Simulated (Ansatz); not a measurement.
# SnSe (rocksalt type): the cost of one run

Program: Ansatz 0.2.0. Level of theory: DFT PBE, with the methods named in each step. These are calculated values, not measurements.

### 1 The system as given

The structure is cubic, space group Fm-3m (No. 225). Conventional cell: a = 6.062 Å, b = 6.062 Å, c = 6.062 Å, α = 90.00°, β = 90.00°, γ = 90.00°. Around Sn (site symmetry m-3m) lie 6 Se at 3.03 Å. Se (site symmetry m-3m) is surrounded by 6 Sn at 3.03 Å.

Coordinates:

```cif
data_structure
_symmetry_space_group_name_H-M 'Fm-3m'
_symmetry_Int_Tables_number 225
_cell_length_a 6.0619
_cell_length_b 6.0619
_cell_length_c 6.0619
_cell_angle_alpha 90.000
_cell_angle_beta 90.000
_cell_angle_gamma 90.000
_cell_volume 222.75
loop_
_atom_site_label
_atom_site_type_symbol
_atom_site_symmetry_multiplicity
_atom_site_Wyckoff_symbol
_atom_site_fract_x
_atom_site_fract_y
_atom_site_fract_z
_atom_site_occupancy
Sn1 Sn 4 a 0.00000 0.00000 0.00000 1
Se1 Se 4 b 0.50000 0.00000 0.00000 1
```

The file gives the conventional cell by its symmetry; the runs use the cell typed in the input.

Whether this phase is the stable one at these pressures isn't tested.

Atoms are numbered in the order of the input: Sn1, Se2.

### 2 The reference volume, LAPW

The input, input.yaml:

```yaml
crystal:
  lattice:
    - [0.0, 3.0309478794, 3.0309478794]
    - [3.0309478794, 0.0, 3.0309478794]
    - [3.0309478794, 3.0309478794, 0.0]
  atoms:
    - { symbol: Sn, position: [0.0, 0.0, 0.0] }
    - { symbol: Se, position: [0.5, 0.5, 0.5] }
kpoints:
  mp_grid: { grid: [14, 14, 14] }
  band_path:
    path:
      - [0.0, 0.0, 0.0]
      - [0.5, 0.0, 0.5]
      - [0.625, 0.25, 0.625]
      - [0.375, 0.375, 0.75]
      - [0.0, 0.0, 0.0]
      - [0.5, 0.5, 0.5]
      - [0.5, 0.25, 0.75]
      - [0.5, 0.0, 0.5]
    npoints: 14
scf:
  occupations: { method: fermi_dirac, width: 0.1 }
hamiltonian:
  xc: pbe
  pseudopotentials: { kind: all_electron, lapw: { basis_error: 0.001 } }
output:
  forces: true
  stress: true
  eigenvalues: true
  populations: true
  dos: { projected: true, de: 0.2, e_range: [-14, 8] }
```

Command:

```console
$ ansatz run input.yaml --threads 1 --pin off --max-ram 2048MiB --backend cpu --events-out ev --progress --plain --runs-dir out
```

What time and memory should one allow on 1 thread of Arm Neoverse V2, shared host?

About 28 s, with a peak of 0.46 GiB.
